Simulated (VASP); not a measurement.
Input of a VASP 6.6.1 run:

File INCAR:

```
PREC = Accurate
ENCUT = 600
EDIFF = 1E-6
ISMEAR = 0
SIGMA = 0.03
LREAL = F
LASPH = T
NELM = 80
ALGO = Normal
ISIF = 3
LWAVE = F
LCHARG = F
GGA = CA
IBRION = 2
NSW = 90
EDIFFG = -0.01
KPAR = 2
```

KPOINTS

```
Automatic mesh
0
Gamma
  10 10 10
```

File POSCAR:

```
Mg2Sn
1.0
    0.0000000000      3.3695000000      3.3695000000
    3.3695000000      0.0000000000      3.3695000000
    3.3695000000      3.3695000000      0.0000000000
Mg Sn
2 1
Direct
    0.2500000000      0.2500000000      0.2500000000
    0.7500000000      0.7500000000      0.7500000000
    0.0000000000      0.0000000000      0.0000000000
```

Potentials or basis: VASP PAW LDA potentials, release 64 (Mg, Sn_d).

Run with:

```bash
$ cat potpaw_LDA.64/Mg/POTCAR potpaw_LDA.64/Sn_d/POTCAR > POTCAR
$ mpirun -np 2 vasp_std > vasp.out
```

**Question.** What does it give for the band gap on the k mesh?

**Answer.** None (metal or under the smearing width).

**Question.** Estimate the relaxed cell.

**Answer.** a = 4.703 Å, b = 4.703 Å, c = 4.703 Å, α = 60.00°, β = 60.00°, γ = 60.00°.

**Question.** Estimate the space group after relaxing (to 0.05 Å).

**Answer.** Fm-3m (No. 225).

**Question.** Estimate the relaxed volume.

**Answer.** 24.51 Å³/atom.

The path:
```
step  energy change (eV)  largest force (eV/Å)  pressure (GPa)  volume (Å³)
   1              0.0000                0.0000           -1.71        76.51
   2             -0.0168                0.0000           -0.01        73.54
```

Caveat: this crystal is a semiconductor, whose small gap the functional closes, so the metal is an error of the method. Zero-point motion and thermal expansion aren't in these numbers.
